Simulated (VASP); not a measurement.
# PbSe (Clausthalite) (Fm-3m) in VASP: notebook

PbSe (Clausthalite) is run at these levels: PBE; tasks: single point.

Program: VASP 6.6.1. These are calculated values, not measurements. Logs are shortened: lines on timing, memory, paths and dates and some standing lists are left out, and cuts for length are marked.

**The experiment to reproduce.**

A printed reference work, monograph reports, for a bulk crystal of PbSe: band gap 0.15 eV (direct) at 4.2 K; band gap 0.28 eV (direct) at 300 K.

The runs below are set against these values where they give the same quantity.

## Step 1: The cell of the first run

Symmetry: Fm-3m, No. 225, cubic system. Conventional cell: a = 6.202 Å, b = 6.202 Å, c = 6.202 Å, α = 90.00°, β = 90.00°, γ = 90.00°. Within 4.1 Å of Pb (site symmetry m-3m) lie 6 Se at 3.10 Å. Se (site symmetry m-3m) has 6 Pb at 3.10 Å within 4.1 Å.

## Step 2: Single point, PBE

INCAR reads:

```
ALGO = Normal
EDIFF = 1E-6
ENCUT = 520
GGA = PE
ISIF = 2
ISMEAR = 0
LASPH = True
LCHARG = False
LREAL = False
LWAVE = False
NBANDS = 17
NELM = 80
PREC = Accurate
SIGMA = 0.01
```

KPOINTS reads:

```
k-points
0
Gamma
  6 6 6
```

POSCAR reads:

```
PbSe
1.0
    0.0000000000      3.1009263293      3.1009263293
    3.1009263293      0.0000000000      3.1009263293
    3.1009263293      3.1009263293      0.0000000000
Pb Se
1 1
Direct
    0.0000000000      0.0000000000      0.0000000000
    0.5000000000      0.5000000000      0.5000000000
```

Potentials or basis: VASP PAW PBE potentials, release 64 (Pb_d, Se).

On the command line:

```bash
$ cat potpaw_PBE.64/Pb_d/POTCAR potpaw_PBE.64/Se/POTCAR > POTCAR
$ mpirun -np 1 vasp_std > vasp.out
```

OUTCAR:

```text
EDIFF = 1E-6
   ENCUT = 520
   GGA = PE
   ISIF = 2
   ISMEAR = 0
   LASPH = True
   LREAL = False
   NELM = 80
   PREC = Accurate

 ion  position               nearest neighbor table
   1  0.000  0.000  0.000-   2 3.10   2 3.10   2 3.10   2 3.10   2 3.10   2 3.10
   2  0.500  0.500  0.500-   1 3.10   1 3.10   1 3.10   1 3.10   1 3.10   1 3.10

  LATTYP: Found a face centered cubic cell.
 ALAT       =     6.2018526586

  Lattice vectors:

 A1 = (   0.0000000000,   3.1009263293,   3.1009263293)
 A2 = (   3.1009263293,   0.0000000000,   3.1009263293)
 A3 = (   3.1009263293,   3.1009263293,   0.0000000000)

Analysis of symmetry for initial positions (statically):
=====================================================================
 Subroutine PRICEL returns:
 Original cell was already a primitive cell.

 Routine SETGRP: Setting up the symmetry group for a
 face centered cubic supercell.

 Subroutine GETGRP returns: Found 48 space group operations
 (whereof 48 operations were pure point group operations)
 out of a pool of 48 trial point group operations.

The static configuration has the point symmetry O_h .

Analysis of symmetry for dynamics (positions and initial velocities):
=====================================================================
 Subroutine PRICEL returns:
 Original cell was already a primitive cell.

 Routine SETGRP: Setting up the symmetry group for a
 face centered cubic supercell.

 Subroutine GETGRP returns: Found 48 space group operations
 (whereof 48 operations were pure point group operations)
 out of a pool of 48 trial point group operations.

The dynamic configuration has the point symmetry O_h .

 Subroutine INISYM returns: Found 48 space group operations
 (whereof 48 operations are pure point group operations),
 and found     1 'primitive' translations

----------------------------------------------------------------------------------------

                                     Primitive cell

  volume of cell :      59.6354

  direct lattice vectors                    reciprocal lattice vectors
     0.000000000  3.100926329  3.100926329    -0.161242141  0.161242141  0.161242141
     3.100926329  0.000000000  3.100926329     0.161242141 -0.161242141  0.161242141
     3.100926329  3.100926329  0.000000000     0.161242141  0.161242141 -0.161242141

  length of vectors
     4.385372071  4.385372071  4.385372071     0.279279580  0.279279580  0.279279580

  position of ions in fractional coordinates (direct lattice)
     0.000000000  0.000000000  0.000000000
     0.500000000  0.500000000  0.500000000

  ion indices of the primitive-cell ions
   primitive index   ion index
                 1           1
                 2           2

----------------------------------------------------------------------------------------

 KPOINTS: k-points

Automatic generation of k-mesh.
 Grid dimensions read from file:
 generate k-points for:    6    6    6

 Generating k-lattice:

  Cartesian coordinates                     Fractional coordinates (reciprocal lattice)
    -0.026873690  0.026873690  0.026873690     0.166666667  0.000000000  0.000000000
     0.026873690 -0.026873690  0.026873690     0.000000000  0.166666667  0.000000000
     0.026873690  0.026873690 -0.026873690     0.000000000  0.000000000  0.166666667

  Length of vectors
     0.046546597  0.046546597  0.046546597

  Shift w.r.t. Gamma in fractional coordinates (k-lattice)
     0.000000000  0.000000000  0.000000000

 Subroutine IBZKPT returns following result:
 ===========================================

 Found     16 irreducible k-points:

 Following reciprocal coordinates:
            Coordinates               Weight
  0.000000  0.000000  0.000000      1.000000
  0.166667  0.000000  0.000000      8.000000
  0.333333  0.000000  0.000000      8.000000
  0.500000  0.000000  0.000000      4.000000
  0.166667  0.166667  0.000000      6.000000
  0.333333  0.166667  0.000000     24.000000
[... 8 lines left out ...]
 -0.333333  0.333333  0.166667     24.000000
 -0.333333  0.500000  0.166667     12.000000
   k-points           NKPTS =     16   k-points in BZ     NKDIM =     16   number of bands    NBANDS=     17
   number of dos      NEDOS =    301   number of ions     NIONS =      2
   total plane-waves  NPLWV =  46656
   dimension x,y,z NGX =    36 NGY =   36 NGZ =   36
   dimension x,y,z NGXF=    72 NGYF=   72 NGZF=   72
   ions per type =               1   1
   NGX,Y,Z   is equivalent  to a cutoff of  13.65, 13.65, 13.65 a.u.
   NGXF,Y,Z  is equivalent  to a cutoff of  27.29, 27.29, 27.29 a.u.
 SYSTEM =  unknown system
   PREC   = accura    normal or accurate (medium, high low for compatibility)
   ISTART =      0    job   : 0-new  1-cont  2-samecut
   ICHARG =      2    charge: 1-file 2-atom 10-const
   ISPIN  =      1    spin polarized calculation?
   LNONCOLLINEAR =      F non collinear calculations
   LSORBIT =      F    spin-orbit coupling
   LASPH  =      T    aspherical Exc in radial PAW
   ENCUT  =  520.0 eV  38.22 Ry    6.18 a.u.   8.15  8.15  8.15*2*pi/ulx,y,z
   NELM   =     80;   NELMIN=  2; NELMDL= -5     # of ELM steps
   EDIFF  = 0.1E-05   stopping-criterion for ELM
   LREAL  =      F    real-space projection
   EDIFFG = 0.1E-04   stopping-criterion for IOM
   NSW    =      0    number of steps for IOM
   IBRION =     -1    ionic relax: 0-MD 1-quasi-New 2-CG
   NFREE  =      0    steps in history (QN), initial steepest desc. (CG)
   ISIF   =      2    stress and relaxation
   ISYM   =      2    0-nonsym 1-usesym 2-fastsym
   POTIM  = 0.5000    time-step for ionic-motion
   TEBEG  =    0.0;   TEEND  =   0.0 temperature during run
   PSTRESS=    0.0 pullay stress
   NELECT =      20.0000    total number of electrons
   NUPDOWN=      -1.0000    fix difference up-down
   EMIN   =  10.00;   EMAX   =-10.00  energy-range for DOS
   EFERMI =   0.00;   METHOD = LEGACY
   ISMEAR =     0;   SIGMA  =   0.01  broadening in eV -4-tet -1-fermi 0-gaus
   EFERMI_NEDOS =   21; number of points for ismear=-14 and -15
   IALGO  =     38    algorithm
   IMIX   =      4    mixing-type and parameters
     AMIX     =   0.40;   BMIX     =  1.00
     AMIX_MAG =   1.60;   BMIX_MAG =  1.00
  volume/ion in A,a.u.               =      29.82       201.22
[... 49 lines left out ...]
      2     -12.1858      2.00000
      3     -12.1840      2.00000
      4     -12.1763      2.00000
      5     -12.1763      2.00000
      6      -8.4874      2.00000
[... 9 lines left out ...]
     16      11.7497      0.00000
     17      14.3618      0.00000

 k-point     3 :       0.3333    0.0000    0.0000
  band No.  band energies     occupation
      1     -12.1954      2.00000
      2     -12.1954      2.00000
      3     -12.1824      2.00000
      4     -12.1627      2.00000
      5     -12.1627      2.00000
      6      -8.0155      2.00000
[... 9 lines left out ...]
     16      13.1712      0.00000
     17      16.2008      0.00000

 k-point     4 :       0.5000    0.0000    0.0000
  band No.  band energies     occupation
      1     -12.2004      2.00000
      2     -12.2004      2.00000
      3     -12.1818      2.00000
      4     -12.1557      2.00000
      5     -12.1557      2.00000
      6      -7.7051      2.00000
[... 9 lines left out ...]
     16      14.7680      0.00000
     17      14.7680      0.00000

 k-point     5 :       0.1667    0.1667    0.0000
  band No.  band energies     occupation
      1     -12.1949      2.00000
      2     -12.1887      2.00000
      3     -12.1757      2.00000
      4     -12.1757      2.00000
      5     -12.1751      2.00000
      6      -8.4200      2.00000
[... 9 lines left out ...]
     16      12.7292      0.00000
     17      13.4078      0.00000

 k-point     6 :       0.3333    0.1667    0.0000
  band No.  band energies     occupation
      1     -12.2120      2.00000
      2     -12.1875      2.00000
      3     -12.1815      2.00000
      4     -12.1674      2.00000
      5     -12.1606      2.00000
      6      -8.0325      2.00000
[... 9 lines left out ...]
     16      14.0437      0.00000
     17      15.3089      0.00000

 k-point     7 :       0.5000    0.1667    0.0000
  band No.  band energies     occupation
      1     -12.2180      2.00000
      2     -12.1903      2.00000
      3     -12.1799      2.00000
      4     -12.1633      2.00000
      5     -12.1543      2.00000
      6      -7.6339      2.00000
[... 9 lines left out ...]
     16      14.9970      0.00000
     17      15.2846      0.00000

 k-point     8 :      -0.3333    0.1667    0.0000
  band No.  band energies     occupation
      1     -12.2080      2.00000
      2     -12.1937      2.00000
      3     -12.1777      2.00000
      4     -12.1626      2.00000
      5     -12.1621      2.00000
      6      -7.7395      2.00000
[... 9 lines left out ...]
     16      14.2387      0.00000
     17      15.5588      0.00000

 k-point     9 :      -0.1667    0.1667    0.0000
  band No.  band energies     occupation
      1     -12.1920      2.00000
      2     -12.1899      2.00000
      3     -12.1825      2.00000
      4     -12.1747      2.00000
      5     -12.1662      2.00000
      6      -8.1944      2.00000
[... 9 lines left out ...]
     16      13.4663      0.00000
     17      14.1100      0.00000

 k-point    10 :       0.3333    0.3333    0.0000
  band No.  band energies     occupation
      1     -12.2471      2.00000
      2     -12.1963      2.00000
      3     -12.1670      2.00000
      4     -12.1567      2.00000
      5     -12.1567      2.00000
      6      -7.7813      2.00000
[... 9 lines left out ...]
     16      14.8170      0.00000
     17      15.7076      0.00000

 k-point    11 :       0.5000    0.3333    0.0000
  band No.  band energies     occupation
      1     -12.2600      2.00000
      2     -12.1927      2.00000
      3     -12.1710      2.00000
      4     -12.1540      2.00000
      5     -12.1503      2.00000
      6      -7.4774      2.00000
[... 9 lines left out ...]
     16      15.7731      0.00000
     17      16.3873      0.00000

 k-point    12 :      -0.3333    0.3333    0.0000
  band No.  band energies     occupation
      1     -12.2395      2.00000
      2     -12.1819      2.00000
      3     -12.1782      2.00000
      4     -12.1636      2.00000
      5     -12.1557      2.00000
      6      -7.4513      2.00000
[... 9 lines left out ...]
     16      13.9760      0.00000
     17      16.0052      0.00000

 k-point    13 :       0.5000    0.5000    0.0000
  band No.  band energies     occupation
      1     -12.2820      2.00000
      2     -12.2000      2.00000
      3     -12.1629      2.00000
      4     -12.1467      2.00000
      5     -12.1467      2.00000
      6      -7.3908      2.00000
[... 9 lines left out ...]
     16      15.9470      0.00000
     17      17.1919      0.00000

 k-point    14 :       0.5000    0.3333    0.1667
  band No.  band energies     occupation
      1     -12.2314      2.00000
      2     -12.1849      2.00000
      3     -12.1819      2.00000
      4     -12.1603      2.00000
      5     -12.1571      2.00000
      6      -7.6652      2.00000
[... 9 lines left out ...]
     16      14.8158      0.00000
     17      15.0924      0.00000

 k-point    15 :      -0.3333    0.3333    0.1667
  band No.  band energies     occupation
      1     -12.2386      2.00000
      2     -12.1848      2.00000
      3     -12.1730      2.00000
      4     -12.1708      2.00000
      5     -12.1514      2.00000
      6      -7.4512      2.00000
[... 9 lines left out ...]
     16      15.9453      0.00000
     17      15.9594      0.00000

 k-point    16 :      -0.3333    0.5000    0.1667
  band No.  band energies     occupation
      1     -12.2610      2.00000
      2     -12.1873      2.00000
      3     -12.1739      2.00000
      4     -12.1606      2.00000
      5     -12.1467      2.00000
      6      -7.3686      2.00000
[... 9 lines left out ...]
     16      16.0890      0.00000
     17      17.2137      0.00000

------------------------ aborting loop because EDIFF is reached ----------------------------------------

  FORCE on cell =-STRESS in cart. coord.  units (eV):
  Direction    XX          YY          ZZ          XY          YZ          ZX
  --------------------------------------------------------------------------------------
  -------------------------------------------------------------------------------------
  Total        0.1130854      0.1130854      0.1130854      0.0000000      0.0000000     -0.0000000
  in kB        3.0381751      3.0381751      3.0381751      0.0000000      0.0000000     -0.0000000
  external PRESSURE =       3.0381751 kB  Pullay stress =       0.0000000 kB

 VOLUME and BASIS-vectors are now :
 -----------------------------------------------------------------------------
  energy-cutoff  :      520.00
  volume of cell :       59.64
      direct lattice vectors                 reciprocal lattice vectors
     0.000000000  3.100926329  3.100926329    -0.161242141  0.161242141  0.161242141
     3.100926329  0.000000000  3.100926329     0.161242141 -0.161242141  0.161242141
     3.100926329  3.100926329  0.000000000     0.161242141  0.161242141 -0.161242141

 POSITION                                       TOTAL-FORCE (eV/Angst)
 -----------------------------------------------------------------------------------
      0.00000      0.00000      0.00000         0.000000      0.000000     -0.000000
      3.10093      3.10093      3.10093         0.000000      0.000000      0.000000
 -----------------------------------------------------------------------------------
    total drift:                                0.000000      0.000000      0.000000

  FREE ENERGIE OF THE ION-ELECTRON SYSTEM (eV)
  ---------------------------------------------------
  free  energy   TOTEN  =        -8.2005833156 eV

  energy  without entropy=       -8.2005833156  energy(sigma->0) =       -8.20058332
```

It took 13 s on 1 thread of Intel Xeon Platinum 8488C (Sapphire Rapids), shared host; peak memory 0.2 GiB.

What came out:

| Quantity | Value |
| --- | --- |
| Free energy | -8.2006 eV |
| Pressure | 0.3 GPa |
| Band gap on the k mesh | 0.42 eV, direct |

Levels at points of the mesh, in eV from the valence-band top:
| k point | band 8 | band 9 | band 10 | band 11 | band 12 | band 13 |
| --- | --- | --- | --- | --- | --- | --- |
| (0.00, 0.00, 0.00) | -1.67 | -1.67 | -1.67 | 4.65 | 4.65 | 4.65 |
| (0.50, 0.00, 0.00) | -1.29 | -1.29 | 0.00 | 0.42 | 1.81 | 1.81 |
| (0.50, 0.50, 0.00) | -4.63 | -2.96 | -2.96 | 3.89 | 5.49 | 5.49 |

Caveat: spin-orbit coupling is left out, which moves the levels of the heavy elements.

## Step 3: Single point, PBE

This run uses another cell than the first one, of 30.96 Å³/atom, 1.038 times its volume.

INCAR reads:

```
SYSTEM = PbSe
PREC = Accurate
ENCUT = 520
EDIFF = 1E-6
ISMEAR = 0
SIGMA = 0.01
LREAL = .FALSE.
LASPH = .TRUE.
NELM = 100
ALGO = Normal
ISIF = 2
LWAVE = .FALSE.
LCHARG = .FALSE.
GGA = PE
NBANDS = 17
```

KPOINTS reads:

```
regular mesh
0
G
  6 6 6
  0 0 0
```

POSCAR reads:

```
PbSe
1.0
    0.0000000000      3.1401827287      3.1401827287
    3.1401827287      0.0000000000      3.1401827287
    3.1401827287      3.1401827287      0.0000000000
Pb Se
1 1
Direct
    0.0000000000      0.0000000000      0.0000000000
    0.5000000000      0.5000000000      0.5000000000
```

Potentials or basis: VASP PAW PBE potentials, release 64 (Pb_d, Se).

On the command line:

```bash
$ cat potpaw_PBE.64/Pb_d/POTCAR potpaw_PBE.64/Se/POTCAR > POTCAR
$ mpirun -np 1 vasp_std > vasp.out
```

Wall time 15 s (1 thread of Intel Xeon Platinum 8488C (Sapphire Rapids), shared host); peak memory 0.2 GiB.

It converged, with:

```
Free energy            : -8.1933 eV
Pressure               : -1.4 GPa
Band gap on the k mesh : 0.52 eV, direct
```

Levels at points of the mesh, in eV from the valence-band top:
| k point | band 6 | band 7 | band 8 | band 9 | band 10 | band 11 | band 12 | band 13 | band 14 | band 15 |
| --- | --- | --- | --- | --- | --- | --- | --- | --- | --- | --- |
| (0.00, 0.00, 0.00) | -12.92 | -6.37 | -1.49 | -1.49 | -1.49 | 4.59 | 4.59 | 4.59 | 6.73 | 6.73 |
| (0.50, 0.00, 0.00) | -12.03 | -8.35 | -1.13 | -1.13 | 0.00 | 0.52 | 1.90 | 1.90 | 8.50 | 10.05 |
| (0.50, 0.50, 0.00) | -11.76 | -7.22 | -4.31 | -2.72 | -2.72 | 4.06 | 5.37 | 5.37 | 5.77 | 11.13 |

Caveat: spin-orbit coupling is left out, which moves the levels of the heavy elements.

## Step 4: Single point, PBE

This run uses another cell than the first one, of 32.11 Å³/atom, 1.077 times its volume.

INCAR reads:

```
PREC = Accurate
ENCUT = 520
EDIFF = 1E-7
ISMEAR = 0
SIGMA = 0.01
LREAL = False
LASPH = True
NELM = 80
ALGO = Normal
ISIF = 2
LWAVE = False
LCHARG = True
GGA = PE
LELF = True
LVHAR = True
NBANDS = 17
```

KPOINTS reads:

```
Automatic mesh
0
Gamma
  6 6 6
```

POSCAR reads:

```
PbSe
1.0
    0.0000000000      3.1784814146      3.1784814146
    3.1784814146      0.0000000000      3.1784814146
    3.1784814146      3.1784814146      0.0000000000
Pb Se
1 1
Direct
    0.0000000000      0.0000000000      0.0000000000
    0.5000000000      0.5000000000      0.5000000000
```

On the command line:

```bash
$ cat potpaw_PBE.64/Pb_d/POTCAR potpaw_PBE.64/Se/POTCAR > POTCAR
$ mpirun -np 1 vasp_std > vasp.out
```

It took 20 s on 1 thread of Intel Xeon Platinum 8488C (Sapphire Rapids), shared host; peak memory 0.2 GiB.

It converged, with:

```yaml
Free_energy: -8.1643 eV
Pressure: -2.7 GPa
Band_gap_on_the_k_mesh: 0.61 eV, direct
```

Levels at points of the mesh, in eV from the valence-band top:
```tsv
k point	band 6	band 7	band 8	band 9	band 10	band 11	band 12	band 13	band 14	band 15
(0.00, 0.00, 0.00)	-12.64	-6.41	-1.33	-1.33	-1.33	4.52	4.52	4.52	6.81	6.81
(0.50, 0.00, 0.00)	-11.83	-8.17	-0.99	-0.99	0.00	0.61	1.97	1.97	8.47	9.99
(0.50, 0.50, 0.00)	-11.60	-7.16	-4.02	-2.50	-2.50	4.21	5.25	5.25	5.63	10.89
```

Caveat: spin-orbit coupling is left out, which moves the levels of the heavy elements.

## Step 5: The runs side by side

```tsv
cell	gap on the mesh (eV)	pressure (GPa)
a = 4.385 Å, angles 60.0°, 2 atoms	0.42	0.3
a = 4.441 Å, angles 60.0°, 2 atoms	0.52	-1.4
a = 4.495 Å, angles 60.0°, 2 atoms	0.61	-2.7
```

Alike in all rows: task single point; level PBE; potentials or basis VASP PAW PBE potentials, release 64 (Pb_d, Se); no spin polarisation; k mesh 6 × 6 × 6; cutoff (eV) 520; smearing gaussian 0.01 eV.

Caveats: spin-orbit coupling is left out, which moves the levels of the heavy elements.

Total energies depend on the potentials used, so only differences within one code and one set of settings carry meaning.

## Step 6: Comparison with measurements

Step 2. A measured gap of PbSe is 0.15 eV (direct; 4.2 K; a printed reference work, monograph); the calculated 0.42 eV misses it by +0.27 eV. 2 values of this kind are on record (0.15 to 0.28 eV); this one was drawn at random. Spin-orbit coupling on Pb, Se is left out. The value is that of PBE on a finite k mesh, which can miss the band edges, without temperature or zero-point motion.

Step 3. Measured gap of PbSe: 0.15 eV (direct; 4.2 K; a printed reference work, monograph). This calculation gives 0.52 eV (+0.37 eV). 2 values of this kind are on record (0.15 to 0.28 eV); this one was drawn at random. Spin-orbit coupling on Pb, Se is left out. The value is that of PBE on a finite k mesh, which can miss the band edges, without temperature or zero-point motion.

Step 4. A measured gap of PbSe is 0.28 eV (direct; 300 K; a printed reference work, monograph); the calculated 0.61 eV misses it by +0.33 eV. 2 values of this kind are on record (0.15 to 0.28 eV); this one was drawn at random. Spin-orbit coupling on Pb, Se is left out. The value is that of PBE on a finite k mesh, which can miss the band edges, without temperature or zero-point motion.
